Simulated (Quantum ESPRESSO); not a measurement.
# As (Pm-3m) in Quantum ESPRESSO: a series of runs

One crystal, As, is run at these levels: PBEsol; tasks: single point.

Everything below comes from runs of Quantum ESPRESSO 7.5. Logs are shortened: lines on timing, memory, paths and dates and some standing lists are left out, and cuts for length are marked.

## Step 1: Starting point

Symmetry: Pm-3m, No. 221, cubic system. Conventional cell: a = 2.704 Å, b = 2.704 Å, c = 2.704 Å, α = 90.00°, β = 90.00°, γ = 90.00°. As (site symmetry m-3m) has 6 As at 2.70 Å as nearest neighbours.

This isn't the form of As at room conditions, which is rhombohedral.

## Step 2: Single point, PBEsol, 18.97 Å³/atom

Input file pw.in:

```
&CONTROL
  calculation = 'scf'
  prefix = 'pwscf'
  outdir = './tmp'
  pseudo_dir = './pseudo'
  tprnfor = .true.
  tstress = .true.
  disk_io = 'low'
/
&SYSTEM
  ibrav = 0
  nat = 1
  ntyp = 1
  ecutwfc = 45
  ecutrho = 360
  nbnd = 7
  occupations = 'smearing'
  smearing = 'fd'
  degauss = 0.00367493
/
&ELECTRONS
  conv_thr = 2d-10
  electron_maxstep = 120
  mixing_beta = 0.5
/
ATOMIC_SPECIES
As    74.9216 as_pbesol_v1.uspp.F.UPF
CELL_PARAMETERS angstrom
   2.5955344746    0.0000000000    0.0000000000
   0.0000000000    2.7036817444    0.0000000000
   0.0000000000    0.0000000000    2.7036817444
ATOMIC_POSITIONS angstrom
As     1.2977672373    1.3518408722    1.3518408722
K_POINTS automatic
10 10 10 0 0 0
```

Input file pp_density.in:

```
&INPUTPP
  prefix = 'pwscf'
  outdir = './tmp'
  filplot = 'density.dat'
  plot_num = 0
/
&PLOT
  nfile = 1
  filepp(1) = 'density.dat'
  iflag = 3
  output_format = 6
  fileout = 'density.cube'
/
```

Input file pp_potential.in:

```
&INPUTPP
  prefix = 'pwscf'
  outdir = './tmp'
  filplot = 'potential.dat'
  plot_num = 11
/
&PLOT
  nfile = 1
  filepp(1) = 'potential.dat'
  iflag = 3
  output_format = 6
  fileout = 'potential.cube'
/
```

Potentials or basis: GBRV 1.5 PBEsol.

Started as:

```sh
$ OMP_NUM_THREADS=1 mpirun -n 2 pw.x -nk 2 -in pw.in > pw.out
$ OMP_NUM_THREADS=1 mpirun -n 1 pp.x -in pp_density.in > pp_density.out
$ OMP_NUM_THREADS=1 mpirun -n 1 pp.x -in pp_potential.in > pp_potential.out
```

pw.out:

```text
This program is part of the open-source Quantum ESPRESSO suite
     for quantum simulation of materials; please cite
         "P. Giannozzi et al., J. Phys.:Condens. Matter 21 395502 (2009);
         "P. Giannozzi et al., J. Phys.:Condens. Matter 29 465901 (2017);
         "P. Giannozzi et al., J. Chem. Phys. 152 154105 (2020);
     in publications or presentations arising from this work. More details at

     Message from routine setup:
     using ibrav=0 with symmetry is DISCOURAGED, use correct ibrav instead

     K-points division:     npool     =       2
     Subspace diagonalization in iterative solution of the eigenvalue problem:
     a serial algorithm will be used

     G-vector sticks info
     --------------------
     sticks:   dense  smooth     PW     G-vecs:    dense   smooth      PW
     Sum         723     361    121                14761     5241    1005

     Using Slab Decomposition

     bravais-lattice index     =            0
     lattice parameter (alat)  =       4.9048  a.u.
     unit-cell volume          =     128.0367 (a.u.)^3
     number of atoms/cell      =            1
     number of atomic types    =            1
     number of electrons       =         5.00
     number of Kohn-Sham states=            7
     kinetic-energy cutoff     =      45.0000  Ry
     charge density cutoff     =     360.0000  Ry
     scf convergence threshold =      2.0E-10
     mixing beta               =       0.5000
     number of iterations used =            8  plain     mixing
     Exchange-correlation= SLA  PW   PSX  PSC
                           (   1   4  10   8   0   0   0)

     celldm(1)=   4.904849  celldm(2)=   0.000000  celldm(3)=   0.000000
     celldm(4)=   0.000000  celldm(5)=   0.000000  celldm(6)=   0.000000

     crystal axes: (cart. coord. in units of alat)
               a(1) = (   1.000000   0.000000   0.000000 )
               a(2) = (   0.000000   1.041667   0.000000 )
               a(3) = (   0.000000   0.000000   1.041667 )

     reciprocal axes: (cart. coord. in units 2 pi/alat)
               b(1) = (  1.000000  0.000000  0.000000 )
               b(2) = (  0.000000  0.960000  0.000000 )
               b(3) = (  0.000000  0.000000  0.960000 )

     PseudoPot. # 1 for As read from file:
     as_pbesol_v1.uspp.F.UPF
     Pseudo is Ultrasoft + core correction, Zval =  5.0
     Generated by new atomic code, or converted to UPF format
     Using radial grid of  875 points,  6 beta functions with:
                l(1) =   0
                l(2) =   0
                l(3) =   1
                l(4) =   1
                l(5) =   2
                l(6) =   2
     Q(r) pseudized with  8 coefficients,  rinner =    1.300   1.300   1.300
                                                       1.300   1.300

     atomic species   valence    mass     pseudopotential
     As                5.00    74.92160     As( 1.00)

     16 Sym. Ops., with inversion, found

   Cartesian axes

     site n.     atom                  positions (alat units)
         1        As     tau(   1) = (   0.5000000   0.5208333   0.5208333  )

     number of k points=   126  Fermi-Dirac smearing, width (Ry)=  0.0037

     Number of k-points >= 100: set verbosity='high' to print them.

     Dense  grid:    14761 G-vectors     FFT dimensions: (  30,  32,  32)

     Smooth grid:     5241 G-vectors     FFT dimensions: (  24,  24,  24)

     Initial potential from superposition of free atoms

     starting charge       4.9998, renormalised to       5.0000
     Starting wfcs are    4 randomized atomic wfcs +    3 random wfcs

     Self-consistent Calculation

     iteration #  1     ecut=    45.00 Ry     beta= 0.50
     Davidson diagonalization with overlap
     ethr =  1.00E-02,  avg # of iterations =  6.0

     Threshold (ethr) on eigenvalues was too large:
     Diagonalizing with lowered threshold

     Davidson diagonalization with overlap
     ethr =  5.03E-05,  avg # of iterations =  5.0

     total energy              =     -39.97636378 Ry
     estimated scf accuracy    <       0.00252054 Ry

     iteration #  2     ecut=    45.00 Ry     beta= 0.50
     Davidson diagonalization with overlap
     ethr =  5.04E-05,  avg # of iterations =  1.0

     total energy              =     -39.97639029 Ry
     estimated scf accuracy    <       0.00062477 Ry

     iteration #  3     ecut=    45.00 Ry     beta= 0.50
     Davidson diagonalization with overlap
     ethr =  1.25E-05,  avg # of iterations =  1.4

     total energy              =     -39.97640832 Ry
     estimated scf accuracy    <       0.00000039 Ry

     iteration #  4     ecut=    45.00 Ry     beta= 0.50
     Davidson diagonalization with overlap
     ethr =  7.73E-09,  avg # of iterations =  8.1

     total energy              =     -39.97642267 Ry
     estimated scf accuracy    <       0.00000001 Ry

     iteration #  5     ecut=    45.00 Ry     beta= 0.50
     Davidson diagonalization with overlap
     ethr =  2.87E-10,  avg # of iterations =  4.0

     total energy              =     -39.97642269 Ry
     estimated scf accuracy    <          2.6E-09 Ry

     iteration #  6     ecut=    45.00 Ry     beta= 0.50
     Davidson diagonalization with overlap
     ethr =  5.21E-11,  avg # of iterations =  2.2

     End of self-consistent calculation

     Number of k-points >= 100: set verbosity='high' to print the bands.

     the Fermi energy is     8.6062 ev

!    total energy              =     -39.97642269 Ry
     estimated scf accuracy    <          4.3E-11 Ry
     smearing contrib. (-TS)   =      -0.00017262 Ry
     internal energy E=F+TS    =     -39.97625006 Ry

     The total energy is F=E-TS. E is the sum of the following terms:
     one-electron contribution =       4.91331631 Ry
     hartree contribution      =       0.47111112 Ry
     xc contribution           =     -31.29516489 Ry
     ewald contribution        =     -14.06551261 Ry

     convergence has been achieved in   6 iterations

     Forces acting on atoms (cartesian axes, Ry/au):

     atom    1 type  1   force =     0.00000000    0.00000000    0.00000000

     Total force =     0.000000     Total SCF correction =     0.000000

     Computing stress (Cartesian axis) and pressure

          total   stress  (Ry/bohr**3)                   (kbar)     P=       31.03
   0.00064172   0.00000000   0.00000000           94.40        0.00        0.00
   0.00000000  -0.00000446   0.00000000            0.00       -0.66        0.00
   0.00000000   0.00000000  -0.00000446            0.00        0.00       -0.66

=------------------------------------------------------------------------------=
   JOB DONE.
=------------------------------------------------------------------------------=
```

Wall time 9.8 s (2 MPI ranks of Intel Xeon Platinum 8375C at 2.90GHz (Ice Lake), shared host); peak memory 0.16 GiB.

Results:

```yaml
Free_energy: -543.9069 eV
Pressure: 3.1 GPa
Band_gap_on_the_k_mesh: none (metal or under the smearing width)
```

## Step 3: Single point, PBEsol, 19.37 Å³/atom

Changes to pw.in since step 2:

```diff
@@ -7,3 +7,3 @@
   tstress = .true.
-  disk_io = 'low'
+  disk_io = 'nowf'
 /
@@ -28,3 +28,3 @@
 CELL_PARAMETERS angstrom
-   2.5955344746    0.0000000000    0.0000000000
+   2.6496081095    0.0000000000    0.0000000000
    0.0000000000    2.7036817444    0.0000000000
@@ -32,3 +32,3 @@
 ATOMIC_POSITIONS angstrom
-As     1.2977672373    1.3518408722    1.3518408722
+As     1.3248040548    1.3518408722    1.3518408722
 K_POINTS automatic
```

Potentials or basis: GBRV 1.5 PBEsol.

Started as:

```sh
$ OMP_NUM_THREADS=1 mpirun -n 2 pw.x -nk 2 -in pw.in > pw.out
```

Wall time 11 s (2 MPI ranks of Intel Xeon Platinum 8375C at 2.90GHz (Ice Lake), shared host); peak memory 0.16 GiB.

It converged, with:

- Free energy: -543.9225 eV
- Pressure: 0.7 GPa
- Band gap on the k mesh: none (metal or under the smearing width)
